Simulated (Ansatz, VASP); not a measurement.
W: VASP beside Ansatz

```xyz
1
Lattice="-1.5960 1.5960 1.5960 1.5960 -1.5960 1.5960 1.5960 1.5960 -1.5960" Properties=species:S:1:pos:R:3 pbc="T T T"
W     0.0000    0.0000    0.0000
```

Alike in both runs: task single point; functional r2SCAN; k mesh 11 × 11 × 11; occupations gaussian, width 0.0123 eV; no spin polarisation.

```csv
,VASP,Ansatz
version,VASP 6.6.1,Ansatz 0.2.0
potentials or method,"VASP PAW PBE potentials, release 64 (W_sv)",PAW plane waves
plane-wave cutoff (eV),520,500
valence electrons in the cell,14,14
```

|  | VASP | Ansatz | Ansatz less VASP |
| --- | --- | --- | --- |
| pressure (GPa) | -5.2 | -6.3 | -1.08 |

With one functional, cell and mesh, what is left measures potentials, basis and numerics.

Caveats: the PAW data sets were made with another functional, which shifts forces and pressure a little (VASP). Spin-orbit coupling is left out, which matters for the levels of W.
